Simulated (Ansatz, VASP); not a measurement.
**TaN in VASP and in Ansatz**

```
Ta N
1.0
     3.05000    0.00000    0.00000
    -1.52500    2.64138    0.00000
     0.00000    0.00000    4.94000
Ta N
2 2
Cartesian
  0.0000 1.7609 0.0000
  1.5250 0.8805 2.4700
  0.0000 1.7609 1.9019
  1.5250 0.8805 4.3719
```

Alike in both runs: task electric field gradients; functional PBE; k mesh 9 × 9 × 5; occupations fermi-dirac, width 0.03 eV; no spin polarisation.

|  | VASP | Ansatz |
| --- | --- | --- |
| version | VASP 6.6.1 | Ansatz 0.2.0 |
| potentials or method | VASP PAW PBE potentials, release 64 (Ta_pv, N) | PAW with Ansatz's default frozen-core files, scalar-relativistic |
| plane-wave cutoff (eV) | 520 | 420 |
| valence electrons in the cell | 32 | 36 |

|  | VASP | Ansatz | Ansatz less VASP |
| --- | --- | --- | --- |
| rms of the force components (eV/Å) | 1.348 | 1.333 | -0.0151 |
| Vzz of the field gradient on the site that differs most (V/Å²) | 123.8 | 130.0 | +6.19 |

Atom by atom the forces differ by 0.015 eV/Å (rms over components). The two sets of potentials don't hold the same shells in valence. Ansatz warned: «gradients_without_spin_orbit».

Caveats: forces of over 1 eV/Å show positions far from the minimum, so gaps and moduli don't describe the material at rest. Spin-orbit coupling is left out, which matters for the levels of Ta.
